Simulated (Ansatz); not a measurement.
# HgS: the cell at several levels of theory

Aim: relax HgS (zincblende) with PBE, r2SCAN, PBEsol, LDA and HSE06 and see how far the functionals disagree on the cell.

Code: Ansatz 0.2.0. PAW datasets, plane waves, zero pressure. The values are computed, spin-unpolarised, and not measurements.

### Step 1. The system as given

This is the cell as the run starts from it, not yet at rest; its lengths are not the crystal's.

Space group F-43m (No. 216), cubic; conventional cell a = 5.353 Å, 19.17 Å³ an atom. Hg has 4 S at 2.32 Å; S has 4 Hg at 2.32 Å.

The structure in full:

```cif
data_structure
_symmetry_space_group_name_H-M 'F-43m'
_symmetry_Int_Tables_number 216
_cell_length_a 5.3527
_cell_length_b 5.3527
_cell_length_c 5.3527
_cell_angle_alpha 90.000
_cell_angle_beta 90.000
_cell_angle_gamma 90.000
_cell_volume 153.36
loop_
_atom_site_label
_atom_site_type_symbol
_atom_site_symmetry_multiplicity
_atom_site_Wyckoff_symbol
_atom_site_fract_x
_atom_site_fract_y
_atom_site_fract_z
_atom_site_occupancy
Hg1 Hg 4 a 0.00000 0.00000 0.00000 1
S1 S 4 d 0.25000 0.25000 0.75000 1
```

### Step 2. Relaxing with PBE

input.yaml

```yaml
crystal:
  lattice:
    - [0.0, 2.6763649079, 2.6763649079]
    - [2.6763649079, 0.0, 2.6763649079]
    - [2.6763649079, 2.6763649079, 0.0]
  atoms:
    - { symbol: Hg, position: [0.0, 0.0, 0.0] }
    - { symbol: S, position: [0.25, 0.25, 0.25] }
kpoints:
  mp_grid: { grid: [8, 8, 8] }
hamiltonian:
  xc: pbe
scf:
  occupations: { method: fermi_dirac, width: 0.02 }
relax:
  f_tol: 0.005
  cell: {}
```

On the command line:

```console
ansatz run input.yaml --threads 4 --pin off --max-ram 7372MiB --backend cpu --events-out ev --progress --plain --runs-dir out
```

After this run come: Relaxing with r2SCAN; Relaxation with PBEsol; Relaxing with LDA; Relaxing with HSE06.

What does the calculation give? Wanted: for each run, a; volume; space group; SCF geometries.

**Answer**, as computed:

| level | a (Å) | volume (Å³/atom) | space group | SCF geometries |
| --- | --- | --- | --- | --- |
| PBE | 5.992 | 26.887 | F-43m | 9 |
| r2SCAN | 5.930 | 26.071 | F-43m | 4 |
| PBEsol | 5.878 | 25.393 | F-43m | 4 |
| LDA | 5.813 | 24.556 | F-43m | 5 |
| HSE06 | 5.928 | 26.036 | F-43m | 3 |

What this shows: The first relaxation changed the volume by +40.3 % from the start. The volume runs from LDA (least) to PBE (most), a spread of 9.5 %, or 3.1 % in length if all axes shared it alike. The meshes differ: PBE 8×8×8, r2SCAN 6×6×6, PBEsol 6×6×6, LDA 6×6×6, HSE06 4×4×4.
